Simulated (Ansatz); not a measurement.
Runs of Ansatz 0.2.0 on Rh. It takes space group Fm-3m (No. 225, cubic). Conventional cell: a = 3.796 Å, b = 3.796 Å, c = 3.796 Å, α = 90.00°, β = 90.00°, γ = 90.00°. Around Rh (site symmetry m-3m) lie 12 Rh at 2.68 Å. 

| task | level | spin | k mesh | cutoff (eV) | atoms under strain | q mesh | points for each segment of the path | gap on the mesh (eV) | pressure (GPa) | V0 of scaled cells (Å³/atom) | B0 (GPa) |
| --- | --- | --- | --- | --- | --- | --- | --- | --- | --- | --- | --- |
| equation of state | LDA | off | 12 × 12 × 12 | 420 | - | - | - | - | - | (b) | (a) |
| equation of state | r2SCAN | off | 12 × 12 × 12 | 500 | - | - | - | - | - | 13.71 | 282 |
| elastic constants | PBEsol | off | 10 × 10 × 10 | 420 | relaxed | - | - | none | -3.6 | - | - |
| phonons | PBEsol | off | 10 × 10 × 10 | 420 | - | 2 × 2 × 2 | 8 | none | - | - | - |
| equation of state | PBE | off | 12 × 12 × 12 | 420 | - | - | - | - | - | 14.04 | 258 |
| band structure | PBEsol | SOC, no magnetisation | 12 × 12 × 12 | 420 | - | - | 14 | none | (c) | - | - |

Alike in all rows: potentials or basis Ansatz PAW; cell as given; smearing fermi-dirac 0.05 eV.

Question: Fill in the values left out.

Answer: (a) 319; (b) 13.22; (c) -3.5.

Caveats: the PAW data sets come from PBE, with cores solved anew for the run's functional, which leaves a small shift of forces and pressure (some runs); the PAW data sets were made with another functional, which shifts forces and pressure a little (some runs); the cell is more than 3 GPa from zero pressure, which shifts response properties (some runs); elastic constants of metals need much finer meshes, so these are rough (some runs).

A k mesh can miss the band edges, and rows without SOC leave out spin-orbit coupling on Rh.

A gap of «none» marks a metal or a gap under the smearing width.
